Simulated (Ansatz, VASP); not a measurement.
One calculation of SiC, two programs

```xyz
2
Lattice="0.0000 2.0139 2.0139 2.0139 0.0000 2.0139 2.0139 2.0139 0.0000" Properties=species:S:1:pos:R:3 pbc="T T T"
Si    0.0000    0.0000    0.0000
C     2.0139    2.0139    2.0139
```

Alike in both runs: task single point; functional PBE; k mesh 8 × 8 × 8; occupations fermi-dirac, width 0.02 eV; no spin polarisation.

|  | VASP | Ansatz |
| --- | --- | --- |
| version | VASP 6.6.1 | Ansatz 0.2.0 |
| potentials or method | VASP PAW PBE potentials, release 64 (Si, C) | plane waves |
| plane-wave cutoff (eV) | 520 | 420 |
| valence electrons in the cell | 8 | 8 |

```csv
,VASP,Ansatz,Ansatz less VASP
pressure (GPa),6.3,6.1,-0.17
```
